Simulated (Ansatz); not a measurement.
input.yaml (Ansatz)

```yaml
crystal:
  lattice:
    - [3.6898836061, 0.0, 0.0]
    - [-1.8449418031, 3.1955329399, 0.0]
    - [0.0, 0.0, 6.9545855859]
  atoms:
    - { symbol: Se, position: [0.0, 0.0, 1.0] }
    - { symbol: Se, position: [1.0, 1.0, 0.5] }
    - { symbol: Se, position: [0.3333333333, 0.6666666667, 0.25] }
    - { symbol: Se, position: [0.6666666667, 0.3333333333, 0.75] }
hamiltonian:
  xc: revpbe
  pseudopotentials:
    kind: paw
    azcp:
      Se: "pseudopotentials/Se.paw.azcp"
basis:
  ecutwfc: 420
  fft_grid_basis: typed
kpoints:
  mp_grid: { grid: [11, 11, 5], shift: [0, 0, 0] }
magnetization:
  spin_polarized: false
scf:
  occupations: { method: fermi_dirac, width: 0.1 }
  lower_state_search: "off"
output:
  stress: true
  write_density: true
  write_potential: true
  elf: true
  volumetric_format: npy
```

Terminal output

```
Engine: ansatz 0.2.0, x86_64-unknown-linux-gnu
Pseudopotentials: kind: paw
Pseudopotential: Se, paw, valence charge 16, recommended cutoff 420 eV (normal) 
Functional definition: revPBE
  parameter kappa = 1.245
  parameter beta = 0.06672455060314922
  exchange = pbe_x(kappa = kappa, mu = beta*pi^2/3)
  correlation = pbe_c(beta = beta)
Crystal: 4 atoms, lattice volume = 82.003 Å³
Basis set: ecut = 420 eV, 1583 PW (Γ)
Bands: 39, of which v1, the nominal top of the filled ones, is band 32 counted from 1 (31 counted from 0)
Symmetry: 24 space group operations
Space group: P63/mmc (ITA 194), of the structure as read, at distance tolerance 4.3e-5 Å
k-points: 48 of 605
Non-local potential: Se, projectors of the file, l = 0: 2, l = 1: 2, l = 2: 3, l = 3: 1
PAW form: soft (Blöchl's): semilocal exchange-correlation on the pseudo side does not see the compensation charge
PAW frozen core: Se, regenerated for the run's functional, and the local potential with it (the file was generated under x = pbe(κ = 0.804, μ = 0.2195149727645171), c = pbe(β = 0.06672455060314922))
PAW one-centre angular grid: Se, 590 points (default); XC on 64 Gauss nodes
Initial density: superposition of atomic densities (neutral atoms: chi_scale 0, normalization atom), corrected by the library's trained network
Initial wavefunctions: pseudopotential atomic-orbital guess
Functional: x = revpbe(κ = 1.245, μ = 0.2195149727645171), c = pbe(β = 0.06672455060314922)
SCF iter   1: F=—  HF=-21891.844610 eV  |F-HF|=—  |Δ(HF+E_count)|=         —  Δρ=2.43e-3  dr2=2.88e-3  ethr=1.77e-3  ⟨swp⟩=7.0  Hψ=7277  notcnv=0
SCF iter   2: F=—  HF=-21891.844197 eV  |F-HF|=—  |Δ(HF+E_count)|=   4.13e-4  Δρ=1.47e-3  dr2=1.11e-3  ethr=4.51e-6  ⟨swp⟩=2.0  Hψ=3496  notcnv=0
SCF iter   3: F=—  HF=-21891.844881 eV  |F-HF|=—  |Δ(HF+E_count)|=   6.84e-4  Δρ=4.35e-4  dr2=1.12e-4  ethr=1.73e-6  ⟨swp⟩=2.1  Hψ=2552  notcnv=0
SCF iter   4: F=—  HF=-21891.844927 eV  |F-HF|=—  |Δ(HF+E_count)|=   4.57e-5  Δρ=1.21e-4  dr2=1.11e-5  ethr=1.75e-7  ⟨swp⟩=2.0  Hψ=3419  notcnv=0
SCF iter   5: F=—  HF=-21891.844934 eV  |F-HF|=—  |Δ(HF+E_count)|=   7.17e-6  Δρ=3.51e-5  dr2=1.60e-6  ethr=1.74e-8  ⟨swp⟩=2.0  Hψ=3416  notcnv=0
SCF iter   6: F=—  HF=-21891.844934 eV  |F-HF|=—  |Δ(HF+E_count)|=   9.57e-8  Δρ=1.32e-5  dr2=2.48e-7  ethr=2.50e-9  ⟨swp⟩=2.0  Hψ=3421  notcnv=0
SCF iter   7: F=—  HF=-21891.844934 eV  |F-HF|=—  |Δ(HF+E_count)|=   1.81e-7  Δρ=6.23e-6  dr2=3.60e-8  ethr=1.56e-10  ⟨swp⟩=9.1  Hψ=14933  notcnv=0
SCF iter   8: F=-21891.844934 eV  HF=-21891.844934 eV  |F-HF|=8.04e-9  |Δ(HF+E_count)|=   1.82e-8  Δρ=2.16e-6  dr2=2.23e-9  ethr=5.62e-11  ⟨swp⟩=8.6  Hψ=12276  notcnv=0
SCF 1 converged in 8 iterations: F = -21891.844934 eV  dr2 = 2.23e-9
SCF converged after 8 iterations
Free energy (F): -21891.844934 eV
Harris-Foulkes:  -21891.844934 eV  (|F-HF|=8.04e-9)
Internal energy: -21891.771723 eV  (E = F + TS)
E sigma→0 (E₀):  -21891.808328 eV
Entropy (-TS):   -0.073211 eV (-18.303 meV/atom)
Fermi energy:    11.593121 eV
--- Per-component energies (eV) ---
  E_band       = -1376.527946
  E_kinetic    = 472.340859
  E_local      = -8578.499403  (includes V_loc(G=0)·N_el)
  E_nonlocal   = -2381.123553
  E_hartree    = 4314.295572
  E_xc         = -417.273882
  E_vxc        = -392.721900  (∫ρ·V_xc dr)
  E_paw        = -7663.809975  (= ΣΔE_a)
  E_vpaw       = 874.887224  (= ΣTr[D̂ρ^β])
  E_aug_tail   = -0.002285  (compensation charges beyond the density's cutoff)
  E_ewald      = -7636.909337
  E_core_change = -0.789718  (= ΣΔE_core)
  E_smearing   = -0.073211  (= −TS)
  E_closure    = 0.000000  (closes the sum)
  Σ components = -21891.844934   (vs F -21891.844934, Δ=0.00e0)
--- Stress (GPa, compression-positive) ---
        8.832557       0.000000       0.000000
        0.000000       8.832557      -0.000000
        0.000000      -0.000000      13.634686
  P = ⅓ Tr σ = 10.4333 GPa (104.333 kbar)
--- Band table (eV; the first three rows and the last of 48) ---
  k-point 0: bands = ["-37.2530", "-37.2523", "-37.2395", "-37.2395", "-37.2365", "-37.2365", "-37.1999", "-37.1999", "-37.1978", "-37.1978", "-37.1001", "-37.0986", "-37.0874", "-37.0874", "-37.0873", "-37.0873", "-37.0663", "-37.0663", "-37.0648", "-37.0648", "-5.3612", "-2.8740", "-2.7270", "1.8361", "6.8954", "8.2989", "8.2989", "9.7383", "9.7383", "9.8483", "10.3671", "10.3671", "10.5551", "12.4783", "12.4783", "14.3794", "15.4927", "18.1621", "18.1621"]
  k-point 1: bands = ["-37.2529", "-37.2524", "-37.2392", "-37.2392", "-37.2368", "-37.2368", "-37.1997", "-37.1997", "-37.1980", "-37.1980", "-37.0999", "-37.0988", "-37.0874", "-37.0874", "-37.0873", "-37.0873", "-37.0662", "-37.0662", "-37.0650", "-37.0650", "-5.2551", "-3.6997", "-1.7530", "1.4493", "7.1507", "8.3781", "8.3781", "9.2490", "9.4168", "9.4168", "10.7258", "10.7258", "11.2219", "12.2967", "12.2967", "13.9899", "15.9472", "18.4237", "18.4237"]
  k-point 2: bands = ["-37.2528", "-37.2526", "-37.2385", "-37.2385", "-37.2376", "-37.2376", "-37.1991", "-37.1991", "-37.1985", "-37.1985", "-37.0996", "-37.0991", "-37.0874", "-37.0874", "-37.0873", "-37.0873", "-37.0658", "-37.0658", "-37.0654", "-37.0654", "-4.9384", "-4.4164", "-0.6146", "0.5192", "7.7434", "8.4675", "8.6091", "8.6091", "8.9708", "8.9708", "11.2897", "11.2897", "11.8482", "11.8482", "12.1871", "13.1578", "17.0921", "18.5224", "19.1732"]
  k-point 47: bands = ["-37.2520", "-37.2520", "-37.2384", "-37.2382", "-37.2369", "-37.2368", "-37.1979", "-37.1979", "-37.1976", "-37.1975", "-37.0992", "-37.0987", "-37.0892", "-37.0891", "-37.0881", "-37.0879", "-37.0657", "-37.0656", "-37.0653", "-37.0653", "-2.3575", "-2.1826", "-1.7623", "-1.6991", "4.7317", "4.8365", "5.7521", "7.0227", "7.6280", "8.3175", "9.0778", "9.8420", "13.0064", "13.9455", "14.6178", "14.8621", "18.4998", "19.0423", "19.8147"]
```
